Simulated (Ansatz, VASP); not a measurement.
Ta3H in VASP and in Ansatz

```
Ta H
1.0
     2.87431    0.00000    0.00000
    -0.95810    2.70993    0.00000
     0.00000    0.00000   20.02669
Ta H
3 1
Direct
  0.50000 0.50000 0.19973
  0.00000 0.00000 0.31277
  0.50000 0.50000 0.42577
  0.66667 0.83333 0.50377
```

Alike in both runs: functional PBE; k mesh 10 × 10 × 1; occupations gaussian, width 0.1 eV; no spin polarisation.

Ansatz relaxed the structure, and its values are those at the end. VASP's run is a single point on that final structure, the one shown.

|  | VASP | Ansatz |
| --- | --- | --- |
| version | VASP 6.6.1 | Ansatz 0.2.0 |
| potentials or method | VASP PAW PBE potentials, release 64 (Ta_pv, H) | scalar-relativistic, plane waves, PAW |
| plane-wave cutoff (eV) | 520 | 420 |
| valence electrons in the cell | 34 | 40 |

```csv
,VASP,Ansatz,Ansatz less VASP
gap on the k mesh at the Fermi level (eV),none,none,-
rms of the force components (eV/Å),0.474,0.474,-0.0001
```

A gap of «none» marks a metal or a gap that the smearing closes. The two sets of potentials don't hold the same shells in valence.

Spin-orbit coupling is left out, which matters for the levels of Ta.
